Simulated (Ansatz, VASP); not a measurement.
One calculation of Pb, two programs

```xyz
2
Lattice="3.5887 0.0000 0.0000 -1.7944 3.1079 0.0000 0.0000 0.0000 5.8835" Properties=species:S:1:pos:R:3 pbc="T T T"
Pb    0.0000    2.0719    1.4709
Pb    1.7944    1.0360    4.4126
```

Alike in both runs: task single point; functional revPBE; k mesh 11 × 11 × 6; occupations fermi-dirac, width 0.1 eV; no spin polarisation.

```csv
,VASP,Ansatz
version,VASP 6.6.1,Ansatz 0.2.0
potentials or method,"VASP PAW PBE potentials, release 64 (Pb_d)","plane waves (420 eV) with PAW, scalar-relativistic"
plane-wave cutoff (eV),520,420
valence electrons in the cell,28,28
```

|  | VASP | Ansatz | Ansatz less VASP |
| --- | --- | --- | --- |
| pressure (GPa) | -0.2 | -0.2 | +0.05 |
| largest component of the traceless stress (GPa) | 0.08 | 0.08 | +0.004 |

Caveats: the PAW data sets were made with another functional, which shifts forces and pressure a little (VASP). Spin-orbit coupling is left out, which matters for the levels of Pb.
